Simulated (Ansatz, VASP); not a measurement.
One calculation of HfC, two programs

Contents of INCAR:

```
PREC = Accurate
ENCUT = 600
EDIFF = 1E-7
ISMEAR = -1
SIGMA = 0.05
LREAL = False
LASPH = True
NELM = 80
ALGO = Normal
ISIF = 3
LWAVE = False
LCHARG = False
GGA = RP
IVDW = 13
IBRION = 2
NSW = 40
EDIFFG = -0.01
```

Contents of KPOINTS:

```
Automatic mesh
0
Gamma
  10 10 10
```

The input POSCAR:

```
HfC
1.0
    0.0000000000      2.3250000000      2.3250000000
    2.3250000000      0.0000000000      2.3250000000
    2.3250000000      2.3250000000      0.0000000000
Hf C
1 1
Direct
    0.5000000000      0.5000000000      0.5000000000
    0.0000000000      0.0000000000      0.0000000000
```

The input input.yaml:

```yaml
crystal:
  lattice:
    - [0.0, 2.325, 2.325]
    - [2.325, 0.0, 2.325]
    - [2.325, 2.325, 0.0]
  atoms:
    - { symbol: Hf, position: [0.5, 0.5, 0.5] }
    - { symbol: C, position: [0.0, 0.0, 0.0] }
hamiltonian:
  xc: rpbe
  pseudopotentials: { kind: paw }
  dispersion: d4
kpoints:
  mp_grid: { grid: [10, 10, 10] }
scf:
  occupations: { method: fermi_dirac, width: 0.05 }
output:
  forces: true
  stress: true
relax:
  f_tol: 0.01
  max_steps: 40
  cell: { stress_tol: 0.05 }
```

Alike in both runs: task relaxation of cell and atoms; functional RPBE; dispersion D4; k mesh 10 × 10 × 10; occupations fermi-dirac, width 0.05 eV; no spin polarisation.

|  | VASP | Ansatz |
| --- | --- | --- |
| version | VASP 6.6.1 | Ansatz 0.2.0 |
| potentials or method | VASP PAW PBE potentials, release 64 (Hf_pv, C) | Ansatz PAW |
| plane-wave cutoff (eV) | 600 | 420 |
| valence electrons in the cell | 14 | 30 |

```tsv
	VASP	Ansatz	Ansatz less VASP
relaxed volume (Å³/atom)	12.36	12.40	+0.042
relaxed cell length with the largest relative difference (Å)	3.270	3.274	+0.0037
energy change over the relaxation (meV/atom)	-3	-2	+1.0
```

The two sets of potentials don't hold the same shells in valence.

Caveats: the PAW data sets were made with another functional, which shifts forces and pressure a little (VASP); pairwise dispersion overbinds metals, which lowers pressure and volume (VASP); the plane-wave basis is chosen anew once the cell has moved, so the energies of steps on either side of that aren't comparable (Ansatz); the PAW data sets come from PBE, with cores solved anew for the run's functional, which leaves a small shift of forces and pressure (Ansatz). The runs have no spin-orbit coupling, so splittings on Hf are missing.
